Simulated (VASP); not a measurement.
# Ir (Fm-3m) in VASP: further runs, part 2 of 2

VASP 6.6.1. Earlier steps stand in the parts before.

## Step 3: Single point, r2SCAN

The input, INCAR:

```
SYSTEM = Ir
PREC     = Accurate       ! precision mode
ENCUT    = 520            ! plane-wave cutoff, eV
EDIFF    = 1E-7           ! SCF threshold, eV
ISMEAR   = 0              ! smearing method
SIGMA    = 0.1            ! smearing width, eV
LREAL    = .FALSE.        ! projectors in reciprocal space
LASPH    = .TRUE.         ! aspherical terms in the spheres
NELM     = 80             ! most SCF steps
ALGO     = Normal         ! electronic algorithm
ISIF     = 2              ! what is computed and relaxed
LWAVE    = .FALSE.        ! write WAVECAR
LCHARG   = .FALSE.        ! write CHGCAR
METAGGA  = R2SCAN         ! meta-GGA
LMIXTAU  = .TRUE.
```

The input, KPOINTS:

```
regular mesh
0
G
  18 18 18
  0 0 0
```

The input, POSCAR:

```
Ir
1.0
    0.0000000000      1.9169000000      1.9169000000
    1.9169000000      0.0000000000      1.9169000000
    1.9169000000      1.9169000000      0.0000000000
Ir
1
Direct
    0.0000000000      0.0000000000      0.0000000000
```

Potentials or basis: VASP PAW PBE potentials, release 64 (Ir).

The run is started by

```sh
$ cat potpaw_PBE.64/Ir/POTCAR > POTCAR
$ mpirun -np 1 vasp_std > vasp.out
```

OUTCAR:

```text
SYSTEM = Ir
   PREC = Accurate
   ENCUT = 520
   EDIFF = 1E-7
   ISMEAR = 0
   LREAL = .FALSE.
   LASPH = .TRUE.
   NELM = 80
   ISIF = 2
   METAGGA = R2SCAN

 ion  position               nearest neighbor table
   1  0.000  0.000  0.000-

  LATTYP: Found a face centered cubic cell.
 ALAT       =     3.8338000000

  Lattice vectors:

 A1 = (   0.0000000000,   1.9169000000,   1.9169000000)
 A2 = (   1.9169000000,   0.0000000000,   1.9169000000)
 A3 = (   1.9169000000,   1.9169000000,   0.0000000000)

Analysis of symmetry for initial positions (statically):
=====================================================================
 Subroutine PRICEL returns:
 Original cell was already a primitive cell.

 Routine SETGRP: Setting up the symmetry group for a
 face centered cubic supercell.

 Subroutine GETGRP returns: Found 48 space group operations
 (whereof 48 operations were pure point group operations)
 out of a pool of 48 trial point group operations.

The static configuration has the point symmetry O_h .

Analysis of symmetry for dynamics (positions and initial velocities):
=====================================================================
 Subroutine PRICEL returns:
 Original cell was already a primitive cell.

 Routine SETGRP: Setting up the symmetry group for a
 face centered cubic supercell.

 Subroutine GETGRP returns: Found 48 space group operations
 (whereof 48 operations were pure point group operations)
 out of a pool of 48 trial point group operations.

The dynamic configuration has the point symmetry O_h .

 Subroutine INISYM returns: Found 48 space group operations
 (whereof 48 operations are pure point group operations),
 and found     1 'primitive' translations

----------------------------------------------------------------------------------------

                                     Primitive cell

  volume of cell :      14.0873

  direct lattice vectors                    reciprocal lattice vectors
     0.000000000  1.916900000  1.916900000    -0.260837811  0.260837811  0.260837811
     1.916900000  0.000000000  1.916900000     0.260837811 -0.260837811  0.260837811
     1.916900000  1.916900000  0.000000000     0.260837811  0.260837811 -0.260837811

  length of vectors
     2.710905978  2.710905978  2.710905978     0.451784341  0.451784341  0.451784341

  position of ions in fractional coordinates (direct lattice)
     0.000000000  0.000000000  0.000000000

  ion indices of the primitive-cell ions
   primitive index   ion index
                 1           1

----------------------------------------------------------------------------------------

 KPOINTS: regular mesh

Automatic generation of k-mesh.
 Grid dimensions read from file:
 generate k-points for:   18   18   18

 Generating k-lattice:

  Cartesian coordinates                     Fractional coordinates (reciprocal lattice)
    -0.014490990  0.014490990  0.014490990     0.055555556  0.000000000  0.000000000
     0.014490990 -0.014490990  0.014490990     0.000000000  0.055555556  0.000000000
     0.014490990  0.014490990 -0.014490990     0.000000000  0.000000000  0.055555556

  Length of vectors
     0.025099130  0.025099130  0.025099130

  Shift w.r.t. Gamma in fractional coordinates (k-lattice)
     0.000000000  0.000000000  0.000000000

 Subroutine IBZKPT returns following result:
 ===========================================

 Found    195 irreducible k-points:

 Following reciprocal coordinates:
            Coordinates               Weight
  0.000000  0.000000  0.000000      1.000000
  0.055556  0.000000  0.000000      8.000000
  0.111111  0.000000  0.000000      8.000000
  0.166667  0.000000  0.000000      8.000000
  0.222222  0.000000  0.000000      8.000000
  0.277778  0.000000  0.000000      8.000000
[... 16 lines left out ...]
 -0.277778  0.055556  0.000000     24.000000
 -0.222222  0.055556  0.000000     24.000000
 [... further k-points ...]
   k-points           NKPTS =    195   k-points in BZ     NKDIM =    195   number of bands    NBANDS=      8
   number of dos      NEDOS =    301   number of ions     NIONS =      1
   total plane-waves  NPLWV =   8000
   dimension x,y,z NGX =    20 NGY =   20 NGZ =   20
   dimension x,y,z NGXF=    40 NGYF=   40 NGZF=   40
   ions per type =               1
   NGX,Y,Z   is equivalent  to a cutoff of  12.26, 12.26, 12.26 a.u.
   NGXF,Y,Z  is equivalent  to a cutoff of  24.53, 24.53, 24.53 a.u.
 SYSTEM =  Ir
   PREC   = accura    normal or accurate (medium, high low for compatibility)
   ISTART =      0    job   : 0-new  1-cont  2-samecut
   ICHARG =      2    charge: 1-file 2-atom 10-const
   ISPIN  =      1    spin polarized calculation?
   LNONCOLLINEAR =      F non collinear calculations
   LSORBIT =      F    spin-orbit coupling
   LASPH  =      T    aspherical Exc in radial PAW
   ENCUT  =  520.0 eV  38.22 Ry    6.18 a.u.   5.04  5.04  5.04*2*pi/ulx,y,z
   NELM   =     80;   NELMIN=  2; NELMDL= -5     # of ELM steps
   EDIFF  = 0.1E-06   stopping-criterion for ELM
   LREAL  =      F    real-space projection
   EDIFFG = 0.1E-05   stopping-criterion for IOM
   NSW    =      0    number of steps for IOM
   IBRION =     -1    ionic relax: 0-MD 1-quasi-New 2-CG
   NFREE  =      0    steps in history (QN), initial steepest desc. (CG)
   ISIF   =      2    stress and relaxation
   ISYM   =      2    0-nonsym 1-usesym 2-fastsym
   POTIM  = 0.5000    time-step for ionic-motion
   TEBEG  =    0.0;   TEEND  =   0.0 temperature during run
   PSTRESS=    0.0 pullay stress
   NELECT =       9.0000    total number of electrons
   NUPDOWN=      -1.0000    fix difference up-down
   EMIN   =  10.00;   EMAX   =-10.00  energy-range for DOS
   EFERMI =   0.00;   METHOD = LEGACY
   ISMEAR =     0;   SIGMA  =   0.10  broadening in eV -4-tet -1-fermi 0-gaus
   EFERMI_NEDOS =   21; number of points for ismear=-14 and -15
   IALGO  =     38    algorithm
   IMIX   =      4    mixing-type and parameters
     AMIX     =   0.40;   BMIX     =  1.00
     AMIX_MAG =   1.60;   BMIX_MAG =  1.00
  volume/ion in A,a.u.               =      14.09        95.07
  Fermi-wavevector in a.u.,A,eV,Ry     =   1.409980  2.664475 27.048966  1.988043
  Thomas-Fermi vector in A             =   2.531980
   LORBIT       =      0    0 simple, 1 ext, 2 COOP (PROOUT), +10 PAW based schemes
   METAGGA = R2SCAN    functional components
   LHFCALC =     F    Hartree Fock is set to
   AEXX    =    0.0000 exact exchange contribution
   IVDW    =     0    specifies the selected vdW correction
   LEPSILON=     F    determine dielectric tensor
   LRPA    =     F    only Hartree local field effects (RPA)
 non-spin polarized calculation
 Gauss-broadening in eV      SIGMA  =   0.10
  energy-cutoff  :      520.00
  volume of cell :       14.09
 maximum number of plane-waves:       392
   NGX =  9   NGY =  9   NGZ =  9

 number of electron       9.0000000 magnetization

 Free energy of the ion-electron system (eV)
  ---------------------------------------------------
  ext. energy  EPLUGINS =         0.00000000
  ---------------------------------------------------
  free energy    TOTEN  =       -52.36674762 eV

  energy without entropy =      -52.36186210  energy(sigma->0) =      -52.36430486

 E-fermi :  10.2981     XC(G=0): -15.3575

 val. band max:       10.2874309997   @ k =   0.3333   0.1111   0.0556
 cond. band min:      10.2997944040   @ k =   0.5000   0.2222   0.1111
 fundamental gap:      0.0123634044
 Fermi energy:        10.2981061245

 k-point     1 :       0.0000    0.0000    0.0000
  band No.  band energies     occupation
      1      -1.3256      2.00000
      2       6.2251      2.00000
      3       6.2251      2.00000
      4       6.2251      2.00000
      5       8.9560      2.00000
      6       8.9560      2.00000
      7      25.3435      0.00000
      8      31.2348      0.00000

 k-point     2 :       0.0556    0.0000    0.0000
  band No.  band energies     occupation
      1      -1.1812      2.00000
      2       6.1466      2.00000
      3       6.2881      2.00000
      4       6.2881      2.00000
      5       8.9154      2.00000
      6       8.9154      2.00000
      7      25.5917      0.00000
      8      30.4898      0.00000
[... 221 lines left out ...]
 k-point    23 :      -0.2778    0.0556    0.0000
  band No.  band energies     occupation
      1       1.5760      2.00000
      2       5.8948      2.00000
      3       6.5167      2.00000
      4       6.6246      2.00000
      5       9.2044      2.00000
      6      10.1594      1.95022
      7      23.5424      0.00000
      8      27.4345      0.00000

 k-point    24 :      -0.2222    0.0556    0.0000
  band No.  band energies     occupation
      1       0.9898      2.00000
      2       5.5232      2.00000
      3       6.6810      2.00000
      4       6.7778      2.00000
      5       8.6820      2.00000
      6       9.5816      2.00000
      7      25.2813      0.00000
      8      28.0435      0.00000

 [... further k-points ...]
[... 5 lines left out ...]
  --------------------------------------------------------------------------------------
  -------------------------------------------------------------------------------------
  Total        0.5016032      0.5016032      0.5016032      0.0000000     -0.0000000      0.0000000
  in kB       57.0482771     57.0482771     57.0482771      0.0000000     -0.0000000      0.0000000
  external PRESSURE =      57.0482771 kB  Pullay stress =       0.0000000 kB

 VOLUME and BASIS-vectors are now :
 -----------------------------------------------------------------------------
  energy-cutoff  :      520.00
  volume of cell :       14.09
      direct lattice vectors                 reciprocal lattice vectors
     0.000000000  1.916900000  1.916900000    -0.260837811  0.260837811  0.260837811
     1.916900000  0.000000000  1.916900000     0.260837811 -0.260837811  0.260837811
     1.916900000  1.916900000  0.000000000     0.260837811  0.260837811 -0.260837811

 POSITION                                       TOTAL-FORCE (eV/Angst)
 -----------------------------------------------------------------------------------
      0.00000      0.00000      0.00000         0.000000      0.000000      0.000000
 -----------------------------------------------------------------------------------
    total drift:                                0.000000      0.000000      0.000000

  FREE ENERGIE OF THE ION-ELECTRON SYSTEM (eV)
  ---------------------------------------------------
  free  energy   TOTEN  =       -52.3667476182 eV

  energy  without entropy=      -52.3618621010  energy(sigma->0) =      -52.36430486
```

Wall time 40 s (1 thread of Intel Xeon 6975P-C (Granite Rapids), shared host); peak memory 0.14 GiB.

What came out:

```
Free energy            : -52.3667 eV
Pressure               : 5.7 GPa
Band gap on the k mesh : none (metal or under the smearing width)
```

Levels at points of the mesh, in eV from the Fermi level:
```
           k point  band 1  band 2  band 3  band 4  band 5  band 6  band 7  band 8
(0.00, 0.00, 0.00)  -11.62   -4.07   -4.07   -4.07   -1.34   -1.34   15.05   20.94
(0.50, 0.00, 0.00)   -8.51   -4.23   -4.23   -0.76    0.90    0.90    7.66   14.67
(0.50, 0.50, 0.00)   -8.31   -7.72    0.80    1.54    1.54    1.74   11.09   12.31
```

Caveat: the PAW data sets were made with another functional, which shifts forces and pressure a little. Spin-orbit coupling is left out, which matters for the levels of Ir.
